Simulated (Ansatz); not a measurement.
Data:

```xyz
2
Lattice="4.2939 0.0000 0.0000 2.1469 3.7186 0.0000 2.1469 -1.2395 3.5434" Properties=species:S:1:pos:R:3 pbc="T T T"
Te     4.2939     2.4791     0.8920
Zn     0.0000     0.0000    -0.0061
```

No spin polarisation.

Level of theory: r2SCAN/PAW in Ansatz (a first-principles code), scalar-relativistic without spin-orbit coupling. Settings: 9×9×9 k-points, 0.05 eV Fermi–Dirac smearing.

Q: Predict the in-plane stress and band gap.

A: 
- Mean in-plane stress (compression positive) = +0.7 GPa
- Band gap = 1.81 eV

With Te present, leaving out spin-orbit coupling can change the band edges. The cells carry an imposed strain or load. Whether these cells are dynamically stable was not tested. The cell was made from ZnTe in the zinc blende structure (space group F-43m, No. 216) by this change: biaxial strain −0.67 %, plane normal [111], relaxed out of plane.
